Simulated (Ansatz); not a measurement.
## Te₂Mo at several levels of theory

One geometry, relaxed with PBE+D3(BJ), and single points on it; plane waves with PAW potentials in Ansatz, scalar-relativistic unless the row names spin-orbit coupling. No spin polarisation. Meshes are on the primitive cell of 6 atoms. Gaps are the least over mesh and band path; pressure is positive in compression. Smearing is Gaussian, 0.02 eV. Rows that don't name D3 lack it, which shows in their pressure.

```
Te Mo
1.0
     3.49674    0.00000    0.00000
    -1.74837    3.02826    0.00000
     0.00000    0.00000   13.70205
Te Mo
4 2
Direct
  0.33333 0.66667 0.11724
  0.66667 0.33333 0.61753
  0.66667 0.33333 0.88276
  0.33333 0.66667 0.38247
  0.33333 0.66667 0.75014
  0.66667 0.33333 0.24986
```

```tsv
level	cutoff (eV)	k mesh	gap (eV)	pressure (GPa)	rough cost with bands (core-min)
PBE+D3(BJ)	420	9×9×2	0.60	0.0	1
```

Q: What do r2SCAN, PBE+D3(BJ) with spin-orbit coupling, PBEsol give on the same cell?

A:
```json
{"level": "r2SCAN", "cutoff (eV)": "500", "k mesh": "9×9×2", "gap (eV)": "0.71", "pressure (GPa)": "3.1", "rough cost with bands (core-min)": "1.3"}
{"level": "PBE+D3(BJ) with spin-orbit coupling", "cutoff (eV)": "420", "k mesh": "9×9×2", "gap (eV)": "0.58", "pressure (GPa)": "0.1", "rough cost with bands (core-min)": "3"}
{"level": "PBEsol", "cutoff (eV)": "420", "k mesh": "9×9×2", "gap (eV)": "0.58", "pressure (GPa)": "-0.5", "rough cost with bands (core-min)": "1.1"}
```

Spin-orbit coupling is left out except in a row that names it, which matters for the bands of heavy elements.